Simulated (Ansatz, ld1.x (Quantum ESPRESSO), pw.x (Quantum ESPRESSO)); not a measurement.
**mercury: does the TM potential hold in the solid?**

mercury, norm-conserving Troullier–Martins (Kleinman–Bylander form), made with ld1.x (Quantum ESPRESSO) 7.5 (PBE, scalar-relativistic). Core [Xe] 4f14, reference 5d10 6s2 6p0. Waves: 6s (bound): rc 1.85 bohr; 5d (bound): rc 2.10 bohr; 6p (bound, empty): rc 2.40 bohr. Local part: the p channel. Core correction: none.

Atomic tests: cutoffs needed: 45 Ry and 70 Ry (the cutoffs (Ry, on a coarse ladder) from which the occupation-weighted sum of valence levels, in a spherical-Bessel basis at the reference potential, stays within 10 and 1 mRy of its value at 400 Ry); ghost test: no extra level below or beside the all-electron valence levels (s, d, p, f tested) (spherical-Bessel basis up to 400 Ry, 20 bohr box); largest excitation error: -694 meV (all-electron minus pseudo) for 5d8 6s0 6p0, out of 7 test configurations.

Crystal test: fcc Hg in pw.x 7.5, no spin, 11³ k-points, Fermi–Dirac smearing 0.01 Ry, cutoffs 85/340 Ry. The reference is all-electron LAPW (Ansatz 0.2.0) with the same functional, mesh and smearing; V0 and B0 come from Birch–Murnaghan fits to the pressures at five volumes. Errors are pseudo minus all-electron; Δ is the rms difference of the E(V) curves that follow from these fits, minima aligned, over ±6 % about the mean V0. Mesh and smearing are coarse, so the numbers serve the comparison and aren't converged zero-temperature values; the lattice is a test structure that the element need not adopt.

```tsv
V (Å³/atom)	P all-electron (GPa)	P pseudo (GPa)
29.353	0.22	1.05
30.126	0.11	0.83
30.898	0.02	0.65
31.670	-0.07	0.48
32.443	-0.16	0.32
```

All-electron: a0 = 4.988 Å (V0 = 31.03 Å³/atom), B0 = 3.7 GPa.

Pseudopotential: mean pressure error (GPa): +0.65. The pressure does not cross zero within the volumes sampled, so no fit is given. This is a poor potential for the solid.

At the middle volume, how do free energy and pressure move when the wave cutoff is lowered (ecutrho kept at four times it)?

| cutoff (Ry) | shift of F (meV/atom) | shift of P (GPa) |
| --- | --- | --- |
| 38 | +561.5 | -21.90 |
| 51 | +22.4 | -0.08 |
| 68 | +10.2 | -0.21 |

Input at the middle volume:

```
&control
  calculation='scf', prefix='x', pseudo_dir='./', outdir='./tmp', tstress=.true., disk_io='none'
/
&system
  ibrav=0, nat=1, ntyp=1, ecutwfc=85, ecutrho=340, nbnd=14,
  occupations='smearing', smearing='fd', degauss=0.01
/
&electrons
  conv_thr=1e-09, mixing_beta=0.4, electron_maxstep=70
/
ATOMIC_SPECIES
Hg 1.0 Hg.UPF
CELL_PARAMETERS angstrom
  0.00000000 2.49057787 2.49057787
  2.49057787 0.00000000 2.49057787
  2.49057787 2.49057787 0.00000000
ATOMIC_POSITIONS crystal
Hg 0.0000 0.0000 0.0000
K_POINTS automatic
11 11 11 0 0 0
```

```bash
pw.x < Hg.scf.in > Hg.scf.out
```

Lines of the output:

```
Message from routine setup:
     using ibrav=0 with symmetry is DISCOURAGED, use correct ibrav instead
     lattice parameter (alat)  =       6.6560  a.u.
     unit-cell volume          =     208.5100 (a.u.)^3
     number of electrons       =        12.00
     number of Kohn-Sham states=           14
     kinetic-energy cutoff     =      85.0000  Ry
     charge density cutoff     =     340.0000  Ry
     scf convergence threshold =      1.0E-09
     Exchange-correlation= PBE
     number of k points=    56  Fermi-Dirac smearing, width (Ry)=  0.0100
     iteration #  1     ecut=    85.00 Ry     beta= 0.40
     total energy              =     -82.45393627 Ry
     estimated scf accuracy    <       0.00283698 Ry
     iteration #  2     ecut=    85.00 Ry     beta= 0.40
     total energy              =     -82.45424207 Ry
     estimated scf accuracy    <       0.00023136 Ry
     iteration #  3     ecut=    85.00 Ry     beta= 0.40
     total energy              =     -82.45427991 Ry
     estimated scf accuracy    <       0.00003115 Ry
     iteration #  4     ecut=    85.00 Ry     beta= 0.40
     total energy              =     -82.45428210 Ry
     estimated scf accuracy    <       0.00000012 Ry
     iteration #  5     ecut=    85.00 Ry     beta= 0.40
     total energy              =     -82.45428214 Ry
     estimated scf accuracy    <       0.00000001 Ry
     iteration #  6     ecut=    85.00 Ry     beta= 0.40
     the Fermi energy is     7.4860 ev
!    total energy              =     -82.45428214 Ry
     estimated scf accuracy    <          7.8E-10 Ry
     smearing contrib. (-TS)   =      -0.00077371 Ry
     The total energy is F=E-TS. E is the sum of the following terms:
     one-electron contribution =     -18.24440328 Ry
     hartree contribution      =      17.80939638 Ry
     xc contribution           =     -11.87946758 Ry
     ewald contribution        =     -70.13903395 Ry
     convergence has been achieved in   6 iterations
          total   stress  (Ry/bohr**3)                   (kbar)     P=        6.51
     Message from routine punch:
     Nothing written, as per user request (disk_io='none')
```

The run at the middle volume (56 k-points, 6 iterations) took about 16 s on one core of a shared host (Neoverse-V2, 96 threads, 742 GiB, load 26).
